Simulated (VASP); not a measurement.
Wanted: the native input for a VASP 6.6.1 run.

```
Task                   : single point
Functional             : PBE
Potentials or basis    : VASP PAW PBE potentials, release 64 (Al, N)
Cutoff                 : 520 eV
k mesh                 : 10 × 10 × 10
Occupations            : fermi-dirac, width 0.02 eV
Spin                   : no spin polarisation
Dipole correction      : no
Further INCAR settings : ALGO = Fast; EDIFF = 1e-07; NBANDS = 11
```

The structure of AlN lies in POSCAR:

```
AlN
1.0
    0.0000000000      2.0126099532      2.0188684454
    2.0126099532      0.0000000000      2.0188684454
    2.0126099532      2.0126099532      0.0000000000
Al N
1 1
Direct
    0.0000000000      0.0000000000      0.0000000000
    0.5000000000      0.5000000000      0.5000000000
```

The cell was built by a generator and needn't be a form met in nature.

The cell isn't the ideal one: biaxial_xy strain -0.3%.

One way to write it, as run:

INCAR

```
ALGO = Fast
EDIFF = 1E-7
ENCUT = 520
GGA = PE
ISIF = 2
ISMEAR = -1
LASPH = T
LCHARG = F
LREAL = F
LWAVE = F
NBANDS = 11
NELM = 80
PREC = Accurate
SIGMA = 0.02
```

KPOINTS

```
k-points
0
Gamma
  10 10 10
```

Potentials or basis: VASP PAW PBE potentials, release 64 (Al, N).

The run is started by

```bash
$ cat potpaw_PBE.64/Al/POTCAR potpaw_PBE.64/N/POTCAR > POTCAR
$ mpirun -np 1 vasp_std > vasp.out
```

It gave:

The pressure is 7.9 GPa. The band gap on the k mesh is 4.68 eV, indirect (least direct gap 5.81 eV).

Wall time 69 s on 1 thread of AMD EPYC 7571, on a shared host, peak memory 0.11 GiB.
